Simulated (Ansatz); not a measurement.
## How far is this WSe₄ from the hull?

The calculation used DFT PBE, scalar-relativistic, plane waves, PAW (Ansatz 0.2.0). Settings: cutoff 420 eV, Γ-centred meshes spaced at most about 0.3 Å⁻¹, and about 0.25 Å⁻¹ or finer for metals (2π included), Gaussian smearing. No spin polarisation.

Energies over the elements count from the elements' standard structures at the same level, with no fitted energy shifts.

All energies are static (0 K, no zero-point motion). No dispersion correction is applied, so the spacing and binding between layers, chains or molecules are poorly described (WSe2 P6_3/mmc). These runs have no spin–orbit coupling, which can matter for W. The reference form of Se is held partly by dispersion forces, which this level lacks.

The competitors are the elements and 3 reference phases of this chemical system (from databases or known types: WSe, WSe2, WSe3), relaxed at the same level; other known phases may be missing.

The candidate was reached from: Co4N type (Pm-3m).

```yaml
crystal:
  lattice:
    - [4.90667, 0.00000, 0.00000]
    - [0.00000, 4.90667, 0.00000]
    - [0.00000, 0.00000, 4.90667]
  atoms:
    - { symbol: W, position: [0.00000, 0.00000, 0.00000] }
    - { symbol: Se, position: [0.50000, 0.00000, 0.00000] }
    - { symbol: Se, position: [0.00000, 0.50000, 0.00000] }
    - { symbol: Se, position: [0.00000, 0.00000, 0.50000] }
    - { symbol: Se, position: [0.50000, 0.50000, 0.50000] }
```

**Question.** Is it stable, and against what?

**Answer.** Not stable. Its formation energy is 0.450 eV/atom. The lowest competing mixture at this composition is this:

| phase | space group | source | share of atoms | ΔE_f (eV/atom) |
| --- | --- | --- | --- | --- |
| Se | - | element | 0.4000 | 0.000 |
| WSe2 | P6_3/mmc (No. 194) | COD | 0.6000 | -0.561 |

The mixture lies at -0.337 eV/atom, and the candidate lies 0.79 eV/atom above it. The candidate matches no cell in the subsets of the Crystallography Open Database and the Materials Project at hand. A phase this far over the hull is unlikely to be made.
